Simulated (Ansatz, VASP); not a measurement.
**In4As4I: VASP beside Ansatz**

Aim: how closely do two programs agree when they are given the same cell, functional and k mesh? The structure shown is the end of the VASP relaxation below.

Method: plane waves, with VASP 6.6.1 beside it; single point at LDA, in Ansatz 0.2.0.

## (1) Set-up

The cell holds 18 atoms: 8 As, 8 In and 2 I. Its edges and angles: a = 8.553 Å, b = 8.553 Å, c = 23.916 Å, α = 90.0°, β = 90.0°, γ = 120.0°. It derives from InAs. I2 (tilted) over a bridge site of the (1 1 1) slab of InAs, cut from the database cell (so at first; earlier steps may have moved the atoms). Vacuum lies along c.

## (2) VASP: relaxation, LDA

This run makes the geometry at which the two programs are then compared.

Lines of VASP's logs that name or quote its potential files are left out, and so is its time.

Input file INCAR:

```
SYSTEM = In4As4I
PREC = Normal
ENCUT = 300
EDIFF = 1E-05
NELM = 120
ISMEAR = 0
SIGMA = 0.05
LREAL = Auto
ALGO = Fast
GGA = CA
NBANDS = 57
LORBIT = 11
LWAVE = .FALSE.
LCHARG = .FALSE.
NCORE = 4
IBRION = 1
NSW = 60
ISIF = 2
EDIFFG = -0.03
POTIM = 0.3
MAXMIX = 40
IDIPOL = 3
LDIPOL = .TRUE.
DIPOL = 0.5 0.5 0.431
ISYM = 0
```

Input file POSCAR:

```
In4As4I
1.0
    8.5531636252      0.0000000000      0.0000000000
   -4.2765818126      7.4072569822      0.0000000000
    0.0000000000      0.0000000000     23.9164680351
As In I
8 8 2
Selective dynamics
Direct
    0.5000000000      0.0000000000      0.3119189700  F F F
    0.5000000000      0.5000000000      0.3119189700  F F F
    0.0000000000      0.0000000000      0.3119189700  F F F
    0.0000000000      0.5000000000      0.3119189700  F F F
    0.6681297091      0.8190591058      0.4679676710  T T T
    0.6230379309      0.3145798403      0.4562596849  T T T
    0.1663532036      0.8177660955      0.4684788035  T T T
    0.1229082432      0.3148820375      0.4561305610  T T T
    0.1666666700      0.8333333300      0.3484190700  F F F
    0.1666666700      0.3333333300      0.3484190700  F F F
    0.6666666700      0.8333333300      0.3484190700  F F F
    0.6666666700      0.3333333300      0.3484190700  F F F
    0.3309316676      0.6341358748      0.4986647633  T T T
    0.2933593958      0.1584566944      0.4954714467  T T T
    0.8287795247      0.6334442046      0.4991623186  T T T
    0.7935731440      0.1590537784      0.4952204919  T T T
    0.8613016157      0.3989211901      0.5908414711  T T T
    0.3691952543      0.4116904190      0.5903836151  T T T
```

Input file KPOINTS:

```
Automatic mesh
0
Gamma
2 2 1
0 0 0
```

PAW data sets: As, In and I (LDA family, release 64).

Run with:

```sh
> mpirun -np 4 vasp_std
```

Numbers of over 12 decimals in the logs are rounded to 6 here.

Output:

```text
[banner, memory and clock lines left out]
running    4 mpi-ranks, on    1 nodes
 distrk:  each k-point on    4 cores,    1 groups
 distr:  one band on    4 cores,    1 groups

 POSCAR found type information on POSCAR AsInI
 POSCAR found :  3 types and      18 ions
 LDA part: xc-table for (Slater(with rela. corr.)+CA(PZ))
 , standard interpolation
 POSCAR, INCAR and KPOINTS ok, starting setup
 FFT: planning ... GRIDC
 FFT: planning ... GRID_SOFT
 FFT: planning ... GRID
 WAVECAR not read
 entering main loop
       N       E                     dE             d eps       ncg     rms          rms(c)
DAV:   1     0.412106471711E+03    0.41211E+03   -0.17013E+04   456   0.614E+02
DAV:   2    -0.720838689203E+01   -0.41931E+03   -0.40524E+03   655   0.144E+02
DAV:   3    -0.708043174154E+02   -0.63596E+02   -0.62780E+02   568   0.589E+01
DAV:   4    -0.735993299817E+02   -0.27950E+01   -0.27857E+01   592   0.152E+01
DAV:   5    -0.736991568457E+02   -0.99827E-01   -0.99772E-01   592   0.259E+00    0.138E+01
RMM:   6    -0.715286837564E+02    0.21705E+01   -0.29431E+00   456   0.321E+00    0.785E+00
RMM:   7    -0.713049389404E+02    0.22374E+00   -0.21372E+00   456   0.292E+00    0.320E+00
RMM:   8    -0.709086486776E+02    0.39629E+00   -0.64121E-01   456   0.174E+00    0.112E+00
RMM:   9    -0.708784515214E+02    0.30197E-01   -0.10752E-01   456   0.910E-01    0.650E-01
RMM:  10    -0.708685951456E+02    0.98564E-02   -0.25255E-02   483   0.450E-01    0.428E-01
RMM:  11    -0.708707553788E+02   -0.21602E-02   -0.94094E-03   467   0.250E-01    0.354E-01
RMM:  12    -0.708691595320E+02    0.15958E-02   -0.27768E-03   470   0.147E-01    0.185E-01
RMM:  13    -0.708702436251E+02   -0.10841E-02   -0.17574E-03   457   0.104E-01    0.128E-01
RMM:  14    -0.708703067688E+02   -0.63144E-04   -0.63308E-04   467   0.618E-02    0.520E-02
RMM:  15    -0.708708346622E+02   -0.52789E-03   -0.25357E-04   444   0.381E-02    0.246E-02
RMM:  16    -0.708712238791E+02   -0.38922E-03   -0.10170E-04   424   0.233E-02    0.160E-02
RMM:  17    -0.708718964084E+02   -0.67253E-03   -0.19382E-04   437   0.244E-02    0.179E-02
RMM:  18    -0.708720075436E+02   -0.11114E-03   -0.22065E-05   339   0.100E-02    0.884E-03
RMM:  19    -0.708721701615E+02   -0.16262E-03   -0.21287E-05   330   0.881E-03    0.409E-03
RMM:  20    -0.708722309838E+02   -0.60822E-04   -0.83006E-06   296   0.524E-03    0.364E-03
RMM:  21    -0.708722792632E+02   -0.48279E-04   -0.35852E-06   243   0.357E-03    0.226E-03
RMM:  22    -0.708723023467E+02   -0.23084E-04   -0.13424E-06   194   0.284E-03    0.121E-03
RMM:  23    -0.708723128273E+02   -0.10481E-04   -0.98928E-07   189   0.259E-03    0.576E-04
RMM:  24    -0.708723184658E+02   -0.56385E-05   -0.39130E-07   163   0.222E-03
   1 F= -.70872318E+02 E0= -.70862637E+02  d E =-.708723E+02
[...]
2 F= -.70873083E+02 E0= -.70863418E+02  d E =-.764262E-03
[...]
3 F= -.70873771E+02 E0= -.70864139E+02  d E =-.688303E-03
[...]
4 F= -.70873967E+02 E0= -.70864344E+02  d E =-.195702E-03
[...]
5 F= -.70874225E+02 E0= -.70864614E+02  d E =-.257802E-03
 BRION: g(F)=  0.134E-03 g(S)=  0.000E+00 retain N=  1 mean eig= 7.11
 eig:   7.113
 bond charge predicted
       N       E                     dE             d eps       ncg     rms          rms(c)
DAV:   1    -0.708745759739E+02   -0.35677E-03   -0.32572E-02   462   0.466E-01    0.633E-02
RMM:   2    -0.708747075574E+02   -0.13158E-03   -0.15902E-03   456   0.112E-01    0.723E-03
RMM:   3    -0.708747289571E+02   -0.21400E-04   -0.18597E-04   435   0.463E-02    0.362E-03
RMM:   4    -0.708747337781E+02   -0.48210E-05   -0.42090E-05   373   0.225E-02
   6 F= -.70874734E+02 E0= -.70865156E+02  d E =-.509244E-03
 BRION: g(F)=  0.892E-04 g(S)=  0.000E+00 retain N=  1 mean eig= 7.94
 eig:   7.937
 reached required accuracy - stopping structural energy minimisation
```

OUTCAR, selected parts (step 2):

```text
ion  position               nearest neighbor table
   1  0.500  0.000  0.312-   9 2.62  12 2.62  11 2.62
   2  0.500  0.500  0.312-  10 2.62  11 2.62  12 2.62
   3  0.000  0.000  0.312-  11 2.62  10 2.62   9 2.62
   4  0.000  0.500  0.312-  12 2.62   9 2.62  10 2.62
   5  0.668  0.819  0.468-  13 2.61  16 2.63  15 2.67  11 2.86
   6  0.623  0.315  0.456-  16 2.59  12 2.60  15 2.61  14 2.62
   7  0.166  0.818  0.468-  15 2.61  14 2.63  13 2.68   9 2.87
   8  0.123  0.315  0.456-  10 2.60  14 2.60  13 2.61  16 2.61
   9  0.167  0.833  0.348-   1 2.62   4 2.62   3 2.62   7 2.87
  10  0.167  0.333  0.348-   8 2.60   2 2.62   3 2.62   4 2.62
  11  0.667  0.833  0.348-   3 2.62   2 2.62   1 2.62   5 2.86
  12  0.667  0.333  0.348-   6 2.60   4 2.62   1 2.62   2 2.62
  13  0.331  0.634  0.499-   5 2.61   8 2.61   7 2.68  18 3.03  14 3.92
  14  0.293  0.158  0.495-   8 2.60   6 2.62   7 2.63  18 2.98  13 3.92
  15  0.829  0.633  0.499-   6 2.61   7 2.61   5 2.67  17 3.08  16 3.92
  16  0.794  0.159  0.495-   6 2.59   8 2.61   5 2.63  17 2.93  15 3.92
  17  0.861  0.399  0.591-  16 2.93  15 3.08
  18  0.369  0.412  0.590-  14 2.98  13 3.03

 Found      4 irreducible k-points:

   k-points           NKPTS =      4   k-points in BZ     NKDIM =      4   number of bands    NBANDS=     57

   dimension x,y,z NGX =    36 NGY =   36 NGZ =  108
   dimension x,y,z NGXF=    72 NGYF=   72 NGZF=  216

   ENCUT  =  300.0 eV  22.05 Ry    4.70 a.u.  12.08 12.08 33.78*2*pi/ulx,y,z

   NELECT =      78.0000    total number of electrons

 k-points in reciprocal lattice and weights: Automatic mesh
   0.00000000  0.00000000  0.00000000       0.250
   0.50000000  0.00000000  0.00000000       0.250
   0.00000000  0.50000000  0.00000000       0.250
   0.50000000  0.50000000  0.00000000       0.250

 dipolmoment           0.000000      0.000000     -0.185818 electrons x Angstroem

 average (electrostatic) potential at core
       1 -59.5668       2 -59.5919       3 -59.5678       4 -59.5950       5 -59.9920
       6 -59.9620       7 -60.0025       8 -59.9578       9 -44.7749      10 -44.7366
      11 -44.7696      12 -44.7375      13 -45.3308      14 -45.3456      15 -45.3428
      16 -45.3324      17 -98.8024      18 -98.8112

 E-fermi :  -2.6113

 k-point     1 :       0.0000    0.0000    0.0000
  band No.  band energies     occupation
    ...
     34      -3.2360      2.00000
     35      -3.1062      2.00000
     36      -2.9889      2.00000
     37      -2.9319      2.00000
     38      -2.8691      2.00000
     39      -2.4140      0.00000
     40      -2.3728      0.00000
     41      -1.7701      0.00000
     42      -1.4178      0.00000
     43      -1.3038      0.00000
    ...

 k-point     2 :       0.5000    0.0000    0.0000
  band No.  band energies     occupation
    ...
     36      -3.0422      2.00000
     37      -2.8461      2.00000
     38      -2.8358      2.00000
     39      -2.7155      1.99678
     40      -2.7123      1.99573
     41      -1.1388      0.00000
     42      -1.1284      0.00000
     43      -0.7480      0.00000
     44      -0.7382      0.00000
     45       0.0810      0.00000
    ...

 k-point     3 :       0.0000    0.5000    0.0000
  band No.  band energies     occupation
    ...
     35      -3.0693      2.00000
     36      -3.0483      2.00000
     37      -3.0121      2.00000
     38      -2.7510      1.99992
     39      -2.6490      1.71368
     40      -2.5417      0.04893
     41      -1.1360      0.00000
     42      -1.0768      0.00000
     43      -0.8240      0.00000
     44      -0.6516      0.00000
    ...

  Total       -3.2955437     -5.9092308      0.5466364      1.2316570      0.5038501     -0.1330140
  in kB       -3.4846280     -6.2482774      0.5780001      1.3023242      0.5327589     -0.1406458
  external PRESSURE =      -3.0516351 kB  Pullay stress =       0.0000000 kB

  energy-cutoff  :      300.00
  volume of cell :     1515.24
      direct lattice vectors                 reciprocal lattice vectors
     8.553163625  0.000000000  0.000000000     0.116915804  0.067501371  0.000000000
    -4.276581813  7.407256982  0.000000000     0.000000000  0.135002742  0.000000000
     0.000000000  0.000000000 23.916468035     0.000000000  0.000000000  0.041812194

 POSITION                                       TOTAL-FORCE (eV/Angst)
 -----------------------------------------------------------------------------------
      4.27658      0.00000      7.46000         0.101772     -0.098216     -0.170710
      2.13829      3.70363      7.46000        -0.116375      0.088281     -0.158146
      0.00000      0.00000      7.46000         0.110430     -0.099024     -0.173014
     -2.13829      3.70363      7.46000        -0.115719      0.088976     -0.150507
      2.21025      6.07016     11.19327        -0.005313      0.010387      0.001674
      3.97870      2.33465     10.90594         0.003844      0.007016     -0.002670
     -2.07299      6.06391     11.21011        -0.010740      0.024346     -0.000616
     -0.29556      2.33821     10.90723        -0.004177      0.016704     -0.001396
     -2.13829      6.17271      8.33295        -0.037418     -0.032002      0.531807
      0.00000      2.46909      8.33295         0.066702     -0.025662     -0.184535
      2.13829      6.17271      8.33295        -0.033361     -0.031356      0.522129
      4.27658      2.46909      8.33295         0.062618     -0.023928     -0.192203
      0.11013      4.70568     11.92286        -0.009427      0.016514     -0.003114
      1.83417      1.18107     11.84992        -0.007602      0.020122      0.001083
      4.37844      4.69575     11.93315        -0.000452      0.016240     -0.010021
      6.11223      1.17953     11.84505        -0.001802      0.010022     -0.005473
      5.65748      2.96438     14.12718        -0.003754      0.020591     -0.002797
      1.39587      3.04281     14.11635         0.000775     -0.009012     -0.001490
 -----------------------------------------------------------------------------------
    total drift:                                0.002536     -0.022402      0.095165

  FREE ENERGIE OF THE ION-ELECTRON SYSTEM (eV)
  ---------------------------------------------------
  free  energy   TOTEN  =       -70.8747337781 eV

  energy  without entropy=      -70.8555775529  energy(sigma->0) =      -70.86515567

 reached required accuracy - stopping structural energy minimisation

 vacuum level on the upper side and lower side of the slab         2.711         3.241

 total charge
# of ion       s       p       d       tot
------------------------------------------
    1        1.266   1.464   0.015   2.744
    2        1.266   1.463   0.015   2.743
    3        1.266   1.464   0.015   2.744
    4        1.266   1.462   0.015   2.743
    5        1.258   1.496   0.017   2.770
    6        1.246   1.557   0.022   2.824
    7        1.258   1.493   0.017   2.768
    8        1.246   1.556   0.021   2.824
    9        1.237   1.300   0.169   2.706
   10        1.233   1.431   0.193   2.857
   11        1.236   1.306   0.171   2.713
   12        1.233   1.431   0.193   2.858
   13        1.247   1.212   0.174   2.634
   14        1.242   1.259   0.184   2.686
   15        1.250   1.199   0.172   2.621
   16        1.240   1.273   0.188   2.701
   17        1.521   2.755   0.011   4.287
   18        1.521   2.754   0.011   4.286
--------------------------------------------------
tot         23.031  27.876   1.602  52.509

[... 1 further part left out ...]
```

CONTCAR:

```
In4As4I
   1.00000000000000
     8.5531636251999998    0.0000000000000000    0.0000000000000000
    -4.2765818125999999    7.4072569821999998    0.0000000000000000
     0.0000000000000000    0.0000000000000000   23.9164680350999994
  As              In              I
     8     8     2
Selective dynamics
Direct
     0.5000000000000000    0.0000000000000000    0.3119189700000007   F   F   F
     0.5000000000000000    0.5000000000000000    0.3119189700000007   F   F   F
     0.0000000000000000    0.0000000000000000    0.3119189700000007   F   F   F
     0.0000000000000000    0.5000000000000000    0.3119189700000007   F   F   F
     0.6681572054662668    0.8194885636596067    0.4680149787249681   T   T   T
     0.6227647815442641    0.3151837088902566    0.4560012566895761   T   T   T
     0.1669577833685985    0.8186450626592174    0.4687192669492257   T   T   T
     0.1232768344260507    0.3156643616018178    0.4560550357694784   T   T   T
     0.1666666699999979    0.8333333300000021    0.3484190699999985   F   F   F
     0.1666666699999979    0.3333333300000021    0.3484190699999985   F   F   F
     0.6666666699999979    0.8333333300000021    0.3484190699999985   F   F   F
     0.6666666699999979    0.3333333300000021    0.3484190699999985   F   F   F
     0.3305161385989256    0.6352795689233712    0.4985208951635236   T   T   T
     0.2941675578063940    0.1594476742784125    0.4954711181241458   T   T   T
     0.8288781033863729    0.6339388405581522    0.4989511437984460   T   T   T
     0.7942362341512768    0.1592392577393211    0.4952674359314349   T   T   T
     0.8615487143175244    0.4001989576756180    0.5906884087140902   T   T   T
     0.3685936711706037    0.4107879342827798    0.5902353903996995   T   T   T
```

The data set In keeps the semicore shell frozen, which is cheaper and a little less accurate.

[end of part 1 of 2]

[Lines on the potential files, build, host, timing and source positions are cut from VASP's logs without a mark.]

[Logs are printed without paths, hosts, clocks, repeated set-up lines and the standing remarks that a program may print on its own settings, such as how far it seeks lower states.]

[Hosts, paths, dates, database ids (printed as entryN), source tags and the programs' standing remarks are cut or masked in the printed files.]
